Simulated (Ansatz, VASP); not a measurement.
Two plane-wave programs on Mg

```xyz
2
Lattice="3.1466 0.0000 0.0000 -1.5733 2.7250 0.0000 0.0000 0.0000 5.0389" Properties=species:S:1:pos:R:3 pbc="T T T"
Mg    0.0000    1.8167    1.2597
Mg    1.5733    0.9083    3.7792
```

Alike in both runs: task relaxation of cell and atoms; functional LDA; k mesh 15 × 15 × 8; occupations fermi-dirac, width 0.15 eV; no spin polarisation.

```csv
,VASP,Ansatz
version,VASP 6.6.1,Ansatz 0.2.0
potentials or method,"VASP PAW LDA potentials, release 64 (Mg)","scalar-relativistic, plane waves, PAW"
plane-wave cutoff (eV),600,420
valence electrons in the cell,4,20
```

Ansatz gave:

```
gap on the k mesh at the Fermi level, each at its own relaxed structure (eV) : none
relaxed volume (Å³/atom)                                                     : 21.65
relaxed cell length with the largest relative difference (Å)                 : 3.144
```

Problem. What did VASP give for the same quantities?

Solution. gap on the k mesh at the Fermi level, each at its own relaxed structure (eV): none; relaxed volume (Å³/atom): 21.48; relaxed cell length with the largest relative difference (Å): 3.135.

A gap of «none» marks a metal or a gap that the smearing closes. The two sets of potentials don't hold the same shells in valence.

LDA usually gives volumes a few per cent too small. Zero-point motion and thermal expansion aren't in these numbers.
